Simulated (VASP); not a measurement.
# GaP (F-43m) in VASP: notebook

Runs on GaP. Level: PBE. Tasks: relaxation of cell and atoms, single point.

Program: VASP 6.6.1. These are calculated values, not measurements. Logs are shortened: lines on timing, memory, paths and dates and some standing lists are left out, and cuts for length are marked.

**Experimental background.**

From “Stacking defects in GaP nanowires: Electronic structure and optical properties”, 2018, arxiv:1810.01194, for a bulk crystal of GaP at 10 K: band gap 2.34 eV (indirect).

The results are compared with them further down.

## (1) The crystal as given

It takes space group F-43m (No. 216, cubic). Conventional cell: a = 5.451 Å, b = 5.451 Å, c = 5.451 Å, α = 90.00°, β = 90.00°, γ = 90.00°. Ga (site symmetry -43m) has 4 P at 2.36 Å as nearest neighbours. Around P (site symmetry -43m) lie 4 Ga at 2.36 Å.

## (2) Relaxation of cell and atoms, PBE

INCAR

```
PREC     = Accurate       # precision mode
ENCUT    = 600            # plane-wave cutoff, eV
EDIFF    = 1E-6           # SCF threshold, eV
ISMEAR   = 0              # smearing method
SIGMA    = 0.02           # smearing width, eV
LREAL    = False          # projectors in reciprocal space
LASPH    = True           # aspherical terms in the spheres
NELM     = 60             # most SCF steps
ALGO     = Fast           # electronic algorithm
ISIF     = 3              # what is computed and relaxed
LWAVE    = False          # write WAVECAR
LCHARG   = False          # write CHGCAR
GGA      = PE             # functional
IBRION   = 2              # ionic algorithm
NSW      = 100            # ionic steps
EDIFFG   = -0.005         # ionic threshold
```

KPOINTS

```
Automatic mesh
0
Gamma
  8 8 8
```

POSCAR

```
GaP
1.0
    0.0000000000      2.7252500000      2.7252500000
    2.7252500000      0.0000000000      2.7252500000
    2.7252500000      2.7252500000      0.0000000000
Ga P
1 1
Direct
    0.0000000000      0.0000000000      0.0000000000
    0.2500000000      0.2500000000      0.2500000000
```

Potentials or basis: VASP PAW PBE potentials, release 64 (Ga_d, P).

Started as:

```
> cat potpaw_PBE.64/Ga_d/POTCAR potpaw_PBE.64/P/POTCAR > POTCAR
> mpirun -np 1 vasp_std > vasp.out
```

OUTCAR:

```text
PREC = Accurate
   ENCUT = 600
   EDIFF = 1E-6
   ISMEAR = 0
   LREAL = False
   LASPH = True
   NELM = 60
   ISIF = 3
   GGA = PE
   IBRION = 2
   NSW = 100
   EDIFFG = -0.005

 ion  position               nearest neighbor table
   1  0.000  0.000  0.000-   2 2.36   2 2.36   2 2.36   2 2.36
   2  0.250  0.250  0.250-   1 2.36   1 2.36   1 2.36   1 2.36

  LATTYP: Found a face centered cubic cell.
 ALAT       =     5.4505000000

  Lattice vectors:

 A1 = (   0.0000000000,   2.7252500000,   2.7252500000)
 A2 = (   2.7252500000,   0.0000000000,   2.7252500000)
 A3 = (   2.7252500000,   2.7252500000,   0.0000000000)

Analysis of symmetry for initial positions (statically):
=====================================================================
 Subroutine PRICEL returns:
 Original cell was already a primitive cell.

 Routine SETGRP: Setting up the symmetry group for a
 face centered cubic supercell.

 Subroutine GETGRP returns: Found 24 space group operations
 (whereof 24 operations were pure point group operations)
 out of a pool of 48 trial point group operations.

The static configuration has the point symmetry T_d .

Analysis of symmetry for dynamics (positions and initial velocities):
=====================================================================
 Subroutine PRICEL returns:
 Original cell was already a primitive cell.

 Routine SETGRP: Setting up the symmetry group for a
 face centered cubic supercell.

 Subroutine GETGRP returns: Found 24 space group operations
 (whereof 24 operations were pure point group operations)
 out of a pool of 48 trial point group operations.

The dynamic configuration has the point symmetry T_d .

 Subroutine INISYM returns: Found 24 space group operations
 (whereof 24 operations are pure point group operations),
 and found     1 'primitive' translations

----------------------------------------------------------------------------------------

                                     Primitive cell

  volume of cell :      40.4808

  direct lattice vectors                    reciprocal lattice vectors
     0.000000000  2.725250000  2.725250000    -0.183469406  0.183469406  0.183469406
     2.725250000  0.000000000  2.725250000     0.183469406 -0.183469406  0.183469406
     2.725250000  2.725250000  0.000000000     0.183469406  0.183469406 -0.183469406

  length of vectors
     3.854085511  3.854085511  3.854085511     0.317778334  0.317778334  0.317778334

  position of ions in fractional coordinates (direct lattice)
     0.000000000  0.000000000  0.000000000
     0.250000000  0.250000000  0.250000000

  ion indices of the primitive-cell ions
[... 101 lines left out ...]
   LHFCALC =     F    Hartree Fock is set to
   AEXX    =    0.0000 exact exchange contribution
   IVDW    =     0    specifies the selected vdW correction
   LEPSILON=     F    determine dielectric tensor
   LRPA    =     F    only Hartree local field effects (RPA)
 conjugate gradient relaxation of ions
 non-spin polarized calculation
 RMM-DIIS sequential band-by-band and
 Gauss-broadening in eV      SIGMA  =   0.02
  energy-cutoff  :      600.00
  volume of cell :       40.48
 maximum number of plane-waves:      1365
   NGX = 15   NGY = 15   NGZ = 15

--------------------------------------- Ionic step        1  -------------------------------------------

 number of electron      18.0000003 magnetization

 Free energy of the ion-electron system (eV)
  ---------------------------------------------------
  ext. energy  EPLUGINS =         0.00000000
  ---------------------------------------------------
  free energy    TOTEN  =        -9.11605077 eV

  energy without entropy =       -9.11605077  energy(sigma->0) =       -9.11605077

------------------------ aborting loop because EDIFF is reached ----------------------------------------

  FORCE on cell =-STRESS in cart. coord.  units (eV):
  Direction    XX          YY          ZZ          XY          YZ          ZX
  --------------------------------------------------------------------------------------
  -------------------------------------------------------------------------------------
  Total        0.6115668      0.6115668      0.6115668      0.0000000     -0.0000000      0.0000000
  in kB       24.2050216     24.2050216     24.2050216      0.0000000     -0.0000000      0.0000000
  external PRESSURE =      24.2050216 kB  Pullay stress =       0.0000000 kB
[... 59 lines left out ...]
--------------------------------------- Ionic step        3  -------------------------------------------

 number of electron      17.9999991 magnetization

 Free energy of the ion-electron system (eV)
  ---------------------------------------------------
  ext. energy  EPLUGINS =         0.00000000
  ---------------------------------------------------
  free energy    TOTEN  =        -9.12526439 eV

  energy without entropy =       -9.12526439  energy(sigma->0) =       -9.12526439

 E-fermi :   4.4445     XC(G=0):  -9.6957

 val. band max:        4.3489070625   @ k =   0.0000   0.0000   0.0000
 cond. band min:       5.9262121511   @ k =   0.0000   0.0000   0.0000
 fundamental gap:      1.5773050886
 Fermi energy:         4.4445319528

 k-point     1 :       0.0000    0.0000    0.0000
  band No.  band energies     occupation
      1     -10.1553      2.00000
      2     -10.1553      2.00000
      3     -10.1553      2.00000
      4     -10.0645      2.00000
      5     -10.0645      2.00000
      6      -7.9196      2.00000
      7       4.3489      2.00000
      8       4.3489      2.00000
      9       4.3489      2.00000
     10       5.9262      0.00000
     11       8.2444      0.00000
     12       8.2444      0.00000
     13       8.2444      0.00000
[... 354 lines left out ...]
  band No.  band energies     occupation
      1     -10.2337      2.00000
      2     -10.1272      2.00000
      3     -10.1164      2.00000
      4     -10.0689      2.00000
      5     -10.0578      2.00000
      6      -5.5626      2.00000
      7      -1.9237      2.00000
      8       1.2654      2.00000
      9       2.4958      2.00000
     10       7.7158      0.00000
     11       8.6677      0.00000
     12      10.7208      0.00000
     13      12.1842      0.00000

 [... further k-points ...]

------------------------ aborting loop because EDIFF is reached ----------------------------------------

  FORCE on cell =-STRESS in cart. coord.  units (eV):
  Direction    XX          YY          ZZ          XY          YZ          ZX
  --------------------------------------------------------------------------------------
  -------------------------------------------------------------------------------------
  Total       -0.0035505     -0.0035505     -0.0035505      0.0000000      0.0000000      0.0000000
  in kB       -0.1363402     -0.1363402     -0.1363402      0.0000000      0.0000000      0.0000000
  external PRESSURE =      -0.1363402 kB  Pullay stress =       0.0000000 kB
[... 17 lines left out ...]
  FREE ENERGIE OF THE ION-ELECTRON SYSTEM (eV)
  ---------------------------------------------------
  free  energy   TOTEN  =        -9.1252643867 eV

  energy  without entropy=       -9.1252643867  energy(sigma->0) =       -9.12526439

 reached required accuracy - stopping structural energy minimisation
```

Run time: 28 s. Hardware: 1 thread of Intel Xeon Platinum 8375C at 2.90GHz (Ice Lake), shared host; peak memory 0.19 GiB.

What came out:

| Property | Result |
| --- | --- |
| Free energy | -9.1253 eV |
| Relaxed volume | 20.86 Å³/atom |
| Relaxed cell | a = 3.893 Å, b = 3.893 Å, c = 3.893 Å, α = 60.00°, β = 60.00°, γ = 60.00° |
| Space group after relaxing (to 0.05 Å) | F-43m (No. 216) |
| Energy gained by relaxing | 4.6 meV/atom |
| Ionic steps | 3 |
| Pressure after relaxing | 0.0 GPa |
| Band gap on the k mesh | 1.58 eV, direct |

The path:
| step | energy change (eV) | largest force (eV/Å) | pressure (GPa) | volume (Å³) |
| --- | --- | --- | --- | --- |
| 1 | 0.0000 | 0.0000 | 2.42 | 40.48 |
| 2 | -0.0073 | 0.0000 | -0.99 | 42.30 |
| 3 | -0.0092 | 0.0000 | -0.01 | 41.72 |

Final structure:
```
Ga P
1.0
     0.00000    2.75285    2.75285
     2.75285    0.00000    2.75285
     2.75285    2.75285    0.00000
Ga P
1 1
Cartesian
  0.0000 0.0000 0.0000
  1.3764 1.3764 1.3764
```

Levels at points of the mesh, in eV from the valence-band top:
```
           k point  band 5  band 6  band 7  band 8  band 9  band 10  band 11  band 12  band 13
(0.00, 0.00, 0.00)  -14.41  -12.27    0.00    0.00    0.00     1.58     3.90     3.90     3.90
(0.50, 0.00, 0.00)  -14.41  -10.30   -6.46   -1.07   -1.07     1.58     4.73     4.73     8.23
(0.50, 0.50, 0.00)  -14.39   -9.44   -6.61   -2.58   -2.58     1.72     1.85    10.37    10.38
```

[end of part 1 of 3]
